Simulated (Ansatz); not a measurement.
We consider GeTe (R3m, No. 160, 2 atoms in the cell), described by LDA (plane waves, PAW; Ansatz, a first-principles code).

Run with plane-wave cutoff 520 eV, 10×10×10 k mesh, Fermi–Dirac smearing 0.01 eV, scalar-relativistic PAW data made under PBE.

Cell (relaxed at this level):

Space group R3m, hexagonal axes (No. 160); a = b = 4.131 Å, c = 10.372 Å, α = β = 90.00°, γ = 120.00°

```
atom  site  symmetry       x       y       z
----  ----  --------  ------  ------  ------
Ge      3a        3m  0.0000  0.0000  0.0010
Te      3a        3m  0.0000  0.0000  0.4780
```
(The calculation used a cell of 2 atoms; values per cell refer to that cell.)

### Question
What does this level give for the band gap and Γ–Γ gap?

### Answer

- band gap: 0.48 eV
- Γ–Γ gap: 4.94 eV

Spin–orbit coupling is not included; with these elements it can move the gap by several tenths of an eV or more.
